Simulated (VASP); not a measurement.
**VASP 6.6.1 run: ZnSe**

INCAR

```
SIGMA = 0.02
PREC = Accurate
EDIFFG = -5E-3
AMIX = 0.1
LWAVE = .FALSE.
NSW = 40
NELM = 120
LASPH = .TRUE.
GGA = CA
EDIFF = 1E-7
NBANDS = 16
IBRION = 2
LCHARG = .FALSE.
ISIF = 3
ISMEAR = -1
LREAL = .FALSE.
ENCUT = 700
```

KPOINTS

```
KPOINTS created by Atomic Simulation Environment
0
Gamma
8 8 8
0 0 0
```

POSCAR

```
Zn Se
 1.0000000000000000
     0.0000000000000000    2.8661395710329329    2.8661395710329329
     2.8661395710329329    0.0000000000000000    2.8661395710329329
     2.8661395710329329    2.8661395710329329    0.0000000000000000
 Zn  Se
   1   1
Cartesian
  0.0000000000000000  0.0000000000000000  0.0000000000000000
  1.4330697855164665  1.4330697855164665  1.4330697855164665
```

The recommended LDA PAW datasets give the neutral cell 18 valence electrons.

Command

```
mpirun -np 1 vasp_std
```

OSZICAR

```
N       E                     dE             d eps       ncg     rms          rms(c)
DAV:   1     0.969758878993E+02    0.96976E+02   -0.10288E+04   928   0.156E+03
DAV:   2    -0.679097633511E+00   -0.97655E+02   -0.91114E+02  1016   0.285E+02
DAV:   3    -0.754962521084E+01   -0.68705E+01   -0.68371E+01  1152   0.696E+01
DAV:   4    -0.761663194855E+01   -0.67007E-01   -0.66997E-01  1104   0.710E+00
DAV:   5    -0.761697159796E+01   -0.33965E-03   -0.33965E-03  1216   0.462E-01    0.448E+00
DAV:   6    -0.748889257151E+01    0.12808E+00   -0.46915E-02  1360   0.691E+00    0.415E+00
DAV:   7    -0.732332111453E+01    0.16557E+00   -0.45165E-01  1408   0.186E+01    0.307E+00
DAV:   8    -0.731387117081E+01    0.94499E-02   -0.11151E-01  1152   0.451E+00    0.108E+00
DAV:   9    -0.731271758046E+01    0.11536E-02   -0.83803E-03  1152   0.195E+00    0.385E-01
DAV:  10    -0.731094552811E+01    0.17721E-02   -0.71590E-03  1184   0.169E+00    0.693E-02
...
DAV:   3    -0.738112431037E+01    0.62560E-01   -0.21063E-01  1192   0.110E+01    0.765E-01
DAV:   4    -0.737727045644E+01    0.38539E-02   -0.11389E-02  1168   0.210E+00    0.536E-01
DAV:   5    -0.737318554031E+01    0.40849E-02   -0.34543E-03  1176   0.591E-01    0.246E-01
DAV:   6    -0.737256688347E+01    0.61866E-03   -0.33221E-04  1240   0.209E-01    0.157E-01
DAV:   7    -0.737222125829E+01    0.34563E-03   -0.27169E-04  1224   0.211E-01    0.267E-02
DAV:   8    -0.737222037888E+01    0.87942E-06   -0.25415E-05  1048   0.515E-02    0.290E-02
DAV:   9    -0.737222154524E+01   -0.11664E-05   -0.14146E-06  1152   0.109E-02    0.996E-03
DAV:  10    -0.737222126165E+01    0.28359E-06   -0.20702E-06  1192   0.280E-02    0.805E-04
DAV:  11    -0.737222126087E+01    0.77875E-09   -0.29572E-08   528   0.324E-03
   3 F= -.73722213E+01 E0= -.73722213E+01  d E =-.613490E-01
```

From OUTCAR

```
k-points           NKPTS =     29   k-points in BZ     NKDIM =     29   number of bands    NBANDS=     16

   NELECT =      18.0000    total number of electrons

   dimension x,y,z NGX =    36 NGY =   36 NGZ =   36
   dimension x,y,z NGXF=    72 NGYF=   72 NGZF=   72

  energy-cutoff  :      700.00
  volume of cell :       43.36
      direct lattice vectors                 reciprocal lattice vectors
     0.000000000  2.788421284  2.788421284    -0.179312933  0.179312933  0.179312933
     2.788421284  0.000000000  2.788421284     0.179312933 -0.179312933  0.179312933
     2.788421284  2.788421284  0.000000000     0.179312933  0.179312933 -0.179312933

 k-points in reciprocal lattice and weights: KPOINTS created by Atomic Simulation Env
   0.00000000  0.00000000  0.00000000       0.002
   0.12500000  0.00000000  0.00000000       0.016
   0.25000000  0.00000000  0.00000000       0.016
   0.37500000  0.00000000  0.00000000       0.016
   0.50000000  0.00000000  0.00000000       0.008
   0.12500000  0.12500000  0.00000000       0.012
   0.25000000  0.12500000  0.00000000       0.047
   0.37500000  0.12500000  0.00000000       0.047
   ...

 E-fermi :   2.3691

 k-point     1 :       0.0000    0.0000    0.0000
  band No.  band energies     occupation
      1     -11.6669      2.00000
      2      -4.9214      2.00000
      3      -4.9214      2.00000
      4      -4.9214      2.00000
      5      -4.5177      2.00000
      6      -4.5177      2.00000
      7       1.9448      2.00000
      8       1.9448      2.00000
      9       1.9448      2.00000
     10       3.2136      0.00000
     11       7.6301      0.00000
     12       7.6301      0.00000
     13       7.6301      0.00000
     14      11.7808      0.00000
     15      13.5243      0.00000
     16      13.5243      0.00000

 k-point     2 :       0.1250    0.0000    0.0000
  band No.  band energies     occupation
      1     -11.5559      2.00000
      2      -4.9172      2.00000
      3      -4.9040      2.00000
      4      -4.9040      2.00000
      5      -4.5194      2.00000
      6      -4.5194      2.00000
      7       0.5387      2.00000
      8       1.7763      2.00000
      9       1.7763      2.00000
     10       4.2324      0.00000
     11       7.5886      0.00000
     12       7.9022      0.00000
     13       7.9022      0.00000
     14      12.6400      0.00000
     15      12.6400      0.00000
     16      12.6712      0.00000

 k-point     3 :       0.2500    0.0000    0.0000
  band No.  band energies     occupation
      1     -11.2662      2.00000
      2      -4.8660      2.00000
      3      -4.8660      2.00000
      4      -4.8660      2.00000
      5      -4.5180      2.00000
      6      -4.5180      2.00000
      7      -1.2955      2.00000
      8       1.4204      2.00000
      9       1.4204      2.00000
     10       4.6484      0.00000
     11       8.2972      0.00000
     12       8.2972      0.00000
     13       8.4995      0.00000
     14      12.3886      0.00000
     15      12.3886      0.00000
     16      12.5068      0.00000

 ...

  Total        0.0031430      0.0031430      0.0031430      0.0000000     -0.0000000      0.0000000
  in kB        0.1161319      0.1161319      0.1161319      0.0000000     -0.0000000      0.0000000
  external PRESSURE =       0.1161319 kB  Pullay stress =       0.0000000 kB

 POSITION                                       TOTAL-FORCE (eV/Angst)
 -----------------------------------------------------------------------------------
      0.00000      0.00000      0.00000         0.000000      0.000000      0.000000
      1.39421      1.39421      1.39421        -0.000000     -0.000000     -0.000000
 -----------------------------------------------------------------------------------
    total drift:                                0.000000      0.000000      0.000000

  FREE ENERGIE OF THE ION-ELECTRON SYSTEM (eV)
  ---------------------------------------------------
  free  energy   TOTEN  =        -7.3722212609 eV

  energy  without entropy=       -7.3722212609  energy(sigma->0) =       -7.37222126
```

| ionic step | ΔE (meV/atom) | volume (Å³) | largest force (eV/Å) | pressure (GPa) | electronic steps |
| --- | --- | --- | --- | --- | --- |
| 1 | 0.0 | 47.09 | 0.000 | -4.91 | 16 |
| 2 | -27.8 | 42.34 | 0.000 | 1.80 | 14 |
| 3 | -30.7 | 43.36 | 0.000 | 0.01 | 11 |

It converged. Results: relaxed cell vector lengths 3.943, 3.943, 3.943 Å; relaxed cell volume 43.36 Å³.

For comparison, a separate LDA relaxation on usual settings, not on those above, ends at 43.34 Å³.

The run above took about 98 s on one core of a shared host (Intel Xeon Platinum 8488C) and held 0.2 GiB at most.
